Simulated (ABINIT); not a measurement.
Crystal: GaN.

```xyz
2
Lattice="0.0000 2.2535 2.2535 2.2535 0.0000 2.2535 2.2535 2.2535 0.0000" Properties=species:S:1:pos:R:3 pbc="T T T"
Ga    0.0000    0.0000    0.0000
N     1.1268    1.1268    1.1268
```

The cell is a database's computed one.

Base run:

| Quantity | Value |
| --- | --- |
| Program | ABINIT 10.8.3 (patched build) |
| Functional | PBEsol |
| Potentials or basis | JTH PAW PBE v2.0 |
| Cutoff | 544 eV |
| k mesh | 8 × 8 × 8 |
| Occupations | fermi-dirac, width 0.05 eV |
| Spin | no spin polarisation |

Its results: band gap on the k mesh 1.65 eV, direct.

Problem. The run is repeated on the same cell with these changes: potentials or basis from JTH PAW PBE v2.0 to PseudoDojo NC SR PBEsol v0.4.1 standard; cutoff from 544 eV to 980 eV. What comes out?

Solution. Band gap on the k mesh 1.70 eV, direct.

A k mesh can miss the band edges.

Not every run made on this cell is shown here.
